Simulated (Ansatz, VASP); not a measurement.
# Ti in VASP and in Ansatz

Contents of INCAR:

```
SYSTEM = Ti
PREC = Accurate
ENCUT = 520
EDIFF = 1E-6
ISMEAR = 0
SIGMA = 0.15
LREAL = .FALSE.
LASPH = .TRUE.
NELM = 80
ALGO = Fast
ISIF = 2
LWAVE = .FALSE.
LCHARG = .FALSE.
GGA = PS
NBANDS = 12
```

Contents of KPOINTS:

```
regular mesh
0
G
  22 22 22
  0 0 0
```

Contents of POSCAR:

```
Ti
1.0
   -1.6145276289      1.6145276289      1.6952540104
    1.6145276289     -1.6145276289      1.6952540104
    1.6145276289      1.6145276289     -1.6952540104
Ti
1
Direct
    0.0000000000      0.0000000000      0.0000000000
```

Input for Ansatz:

```yaml
crystal:
  lattice:
    - [-1.6145276289, 1.6145276289, 1.6952540104]
    - [1.6145276289, -1.6145276289, 1.6952540104]
    - [1.6145276289, 1.6145276289, -1.6952540104]
  atoms:
    - { symbol: Ti, position: [0.0, 0.0, 0.0] }
basis:
  ecutwfc: 420
kpoints:
  mp_grid: { grid: [22, 22, 22] }
hamiltonian:
  xc: pbesol
scf:
  occupations: { method: gaussian, width: 0.15 }
output:
  forces: true
  stress: true
  eigenvalues: true
```

Alike in both runs: task single point; functional PBEsol; k mesh 22 × 22 × 22; occupations gaussian, width 0.15 eV; no spin polarisation.

```csv
,VASP,Ansatz
version,VASP 6.6.1,Ansatz 0.2.0
potentials or method,"VASP PAW PBE potentials, release 64 (Ti_sv)","scalar-relativistic, plane waves, PAW"
plane-wave cutoff (eV),520,420
valence electrons in the cell,12,12
```

```tsv
	VASP	Ansatz	Ansatz less VASP
gap on the k mesh at the Fermi level (eV)	none	none	-
pressure (GPa)	-6.8	-6.6	+0.22
largest component of the traceless stress (GPa)	0.68	0.69	+0.002
```

A gap of «none» marks a metal or a gap that the smearing closes.

Caveats: the PAW data sets were made with another functional, which shifts forces and pressure a little (VASP).
